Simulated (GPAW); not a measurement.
Wanted: an ASE script for a GPAW 26.7.0 run.

```
Task                : band structure
Functional          : LDA
Potentials or basis : the program's PAW data sets (release 1.2.1) made for this functional
Cutoff              : 600 eV
Basis               : pw
k mesh              : 11 × 11 × 6
Occupations         : fermi-dirac, width 0.05 eV
Spin                : no spin polarisation
Maxiter             : 150
Band path           : GMKGALHA,LM,KH
Band points         : 60
```

Crystal: Al.

```xyz
2
Lattice="2.8125 0.0000 0.0000 -1.4062 2.4357 0.0000 0.0000 0.0000 4.8669" Properties=species:S:1:pos:R:3 pbc="T T T"
Al    0.0000    1.6238    1.2167
Al    1.4062    0.8119    3.6501
```

This isn't the form of Al at room conditions, which is fcc.

These files were run (other wordings do the same):

run.py

```python
from ase import Atoms
from ase.dft.bandgap import bandgap
from ase.io import write
from ase.units import GPa
from gpaw import GPAW, PW

atoms = Atoms(['Al', 'Al'],
              cell=[[2.8124553515, 0.0, 0.0],
                    [-1.4062276757, 2.4356577814, 0.0],
                    [0.0, 0.0, 4.86685]],
              scaled_positions=[[0.3333333333, 0.6666666667, 0.25],
                                [0.6666666667, 0.3333333333, 0.75]],
              pbc=True)

calc = GPAW(mode=PW(600),
            xc='LDA',
            kpts={'size': (11, 11, 6), 'gamma': True},
            occupations={'name': 'fermi-dirac', 'width': 0.05},
            nbands=10,
            convergence={'density': 1e-05, 'energy': 1e-05},
            maxiter=150,
            txt='gpaw.txt')
atoms.calc = calc
energy = atoms.get_potential_energy()
forces = atoms.get_forces()
stress = atoms.get_stress()
calc.write('gs.gpw')
write('result.traj', atoms)
print(f'Energy: {energy:.6f} eV')
print('Forces (eV/A):')
print(forces.round(4))
print('Stress (GPa):', (stress / GPa).round(3))
print('Fermi level:', round(calc.get_fermi_level(), 4), 'eV')
print(f'Gap: {bandgap(calc)[0]:.4f} eV, direct: {bandgap(calc, direct=True)[0]:.4f} eV')

path = atoms.cell.bandpath('GMKGALHA,LM,KH', npoints=60, eps=1e-4)
bs_calc = calc.fixed_density(kpts=path, symmetry='off', nbands=19,
                             convergence={'bands': 'CBM+6.0', 'eigenstates': 1e-6}, txt='bands.txt')
bs = bs_calc.band_structure()
bs.write('bs.json')
print(f'Gap on the path: {bandgap(bs_calc)[0]:.4f} eV')
```

Potentials or basis: the program's PAW data sets (release 1.2.1) made for this functional, pw.

Launch:

```bash
$ OMP_NUM_THREADS=1 python run.py
```

Results of the run:

```yaml
Pressure: -2.9 GPa
Band_gap_along_the_path: none (metal or under the smearing width)
```

It took 15 s on 1 thread of Arm Neoverse V2, on a shared host, peak memory 0.19 GiB.
